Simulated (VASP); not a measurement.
CoO: equation of state with PBE

Crystal: CoO.

```
CELL_PARAMETERS angstrom
2.57053 0.00000 0.00000
0.00000 2.57053 0.00000
0.00000 0.00000 2.57053
ATOMIC_POSITIONS crystal
Co 0.00000 0.00000 0.00000
O 0.50000 0.50000 0.50000
```

Measurements of this composition are mostly on another form, of space group No. 225.

* Program: VASP 6.6.1
* Task: equation of state
* Functional: PBE
* Potentials or basis: VASP PAW PBE potentials, release 64 (Co, O)
* Cutoff: 520 eV
* k mesh: 10 × 10 × 10
* Occupations: fermi-dirac, width 0.05 eV
* Spin: collinear spin, ferromagnetic start
* Starting moments: [2.0, 0.0] μB

```yaml
Equilibrium_volume: 8.93 Å³/atom
Bulk_modulus: 200 GPa
Pressure_derivative_of_the_bulk_modulus: 4.6
```

Energy against volume, from the lowest point:
```tsv
volume (Å³/atom)	energy (meV/atom)
7.983	77.50
8.153	50.13
8.323	29.37
8.493	14.57
8.662	5.09
8.832	0.40
9.002	0.00
```

All runs of the series together: 3.2 min on 1 thread of Intel(R) Xeon(R) Platinum 8488C (Sapphire Rapids), with other jobs on the host.
